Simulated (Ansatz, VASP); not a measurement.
# Two plane-wave programs on Al

The input INCAR:

```
SYSTEM = Al
PREC = Accurate
ENCUT = 520
EDIFF = 1E-7
ISMEAR = 0
SIGMA = 0.020999999999999998
LREAL = .False.
LASPH = .True.
NELM = 60
ALGO = Normal
ISIF = 2
LWAVE = .False.
LCHARG = .False.
GGA = PE
NBANDS = 8
```

KPOINTS

```
regular mesh
0
Gamma
  11 11 11
  0 0 0
```

POSCAR

```
Al
1.0
    0.0000000000      2.0248050000      2.0248050000
    2.0248050000      0.0000000000      2.0248050000
    2.0248050000      2.0248050000      0.0000000000
Al
1
Direct
    0.0000000000      0.0000000000      0.0000000000
```

The input input.yaml:

```yaml
crystal:
  lattice:
    - [0.0, 2.024805, 2.024805]
    - [2.024805, 0.0, 2.024805]
    - [2.024805, 2.024805, 0.0]
  atoms:
    - { symbol: Al, position: [0.0, 0.0, 0.0] }
hamiltonian:
  xc: pbe
  pseudopotentials: { kind: paw }
kpoints:
  mp_grid: { grid: [11, 11, 11] }
scf:
  occupations: { method: gaussian, width: 0.021 }
output:
  forces: true
  stress: true
  eigenvalues: true
  write_density: true
  write_potential: true
  elf: true
  volumetric_format: npy
```

Alike in both runs: task single point; functional PBE; k mesh 11 × 11 × 11; occupations gaussian, width 0.021 eV; no spin polarisation.

|  | VASP | Ansatz |
| --- | --- | --- |
| version | VASP 6.6.1 | Ansatz 0.2.0 |
| potentials or method | VASP PAW PBE potentials, release 64 (Al) | Ansatz PAW |
| plane-wave cutoff (eV) | 520 | 420 |
| valence electrons in the cell | 3 | 3 |

|  | VASP | Ansatz | Ansatz less VASP |
| --- | --- | --- | --- |
| gap on the k mesh at the Fermi level (eV) | none | none | - |
| pressure (GPa) | -0.5 | -0.5 | +0.04 |

A gap of «none» marks a metal or a gap that the smearing closes.
